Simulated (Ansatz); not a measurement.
The parent structure is a 10-atom supercell of BaSnO₃ in the cubic perovskite structure (space group Pm-3m, No. 221; a = 4.131 Å) at its relaxed geometry.

Computed with r2SCAN/PAW in Ansatz (a first-principles code), scalar-relativistic without spin-orbit coupling.

Perturbation: a neutral O interstitial (started 1.76 Å from the nearest host atom), atoms relaxed at fixed cell, starting from a slightly rattled geometry.

What happens to the largest displacement of a host atom from its site in the perfect cell and final site of the added atom?

The largest displacement of a host atom from its site in the perfect cell is 0.39 Å; the final site of the added atom comes out as 1 O at 1.43 Å and 1 Sn at 1.99 Å and 4 Ba at 2.48–3.58 Å.

Other magnetic orders, which the real material may have, were not ruled out. In so small a cell the defect repeats every few ångströms: this is an ordered compound, not a dilute defect. Starting moments died away, wholly or in part, for O interstitial (started 1.76 Å from the nearest host atom); another magnetic solution may exist. The defect cell is spin-polarised and ends with 0.0 μB.
